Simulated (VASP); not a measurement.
# TaN under changes of volume

One of the cells (11.030 Å³/atom); the others are scaled copies at fixed shape and fractional positions:

```
Ta N
1.0
     0.00000    2.22597    2.22597
     2.22597    0.00000    2.22597
     2.22597    2.22597    0.00000
Ta N
1 1
Direct
  0.50000 0.50000 0.50000
  0.00000 0.00000 0.00000
```

The cell comes from a database or a generator and needn't be the stable form of this composition.

```yaml
Program: VASP 6.6.1
Functional: PBE
Potentials_or_basis: VASP PAW PBE potentials, release 64 (Ta_pv, N)
Cutoff: 520 eV
k_mesh: 10 × 10 × 10
Occupations: fermi-dirac, width 0.05 eV
Spin: no spin polarisation
```

```csv
volume (Å³/atom),energy over the lowest point (meV/atom),pressure (GPa)
10.164,38.76,22.7
10.381,?,?
10.597,0.00,6.4
11.030,0.96,-6.8
11.246,13.83,-12.4
11.462,33.81,-17.3
```

Q: What does the run at 10.381 Å³/atom give?

A: Energy over the lowest point 13.85 meV/atom; pressure 14.1 GPa.

Worked out: A Birch-Murnaghan fit of order 3 (a polynomial in V^(-2/3)) to the other rows has its minimum at 10.80 Å³/atom with B0 = V·E''(V) = 330 GPa and B' = 4.4. It gives 13.81 meV/atom at 10.381 Å³/atom, against the run's 13.85, and -dE/dV = 14.2 GPa, against 14.1.

Energies are extrapolated to zero smearing.
